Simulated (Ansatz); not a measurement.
Sb in Ansatz: the effect of functional

Crystal: Sb.

```
Sb
1.0
     0.00000    2.32284    2.32284
     2.32284    0.00000    2.32284
     2.32284    2.32284    0.00000
Sb
1
Cartesian
  0.0000 0.0000 0.0000
```

This isn't the form of Sb at room conditions, which is rhombohedral.

The cell isn't the ideal one: volume scaled by 0.94.

Alike in all runs:

```yaml
Program: Ansatz 0.2.0
Task: single point
Potentials_or_basis: Ansatz PAW
k_mesh: 10 × 10 × 10
Occupations: fermi-dirac, width 0.05 eV
Spin: no spin polarisation
```

| functional | cutoff | pressure (GPa) |
| --- | --- | --- |
| LDA | 420 eV (not typed: the program's choice for these potentials) | 1.7 |
| PBEsol | 420 eV (not typed: the program's choice for these potentials) | ? |
| r2SCAN | 500 eV (not typed: the program's choice for these potentials) | 5.5 |

Q: What does the run with functional PBEsol give?

A: Pressure 2.9 GPa.

Caveats: the PAW data sets come from PBE, with cores solved anew for the run's functional, which leaves a small shift of forces and pressure.

Runs at the PBE level aren't shown here.
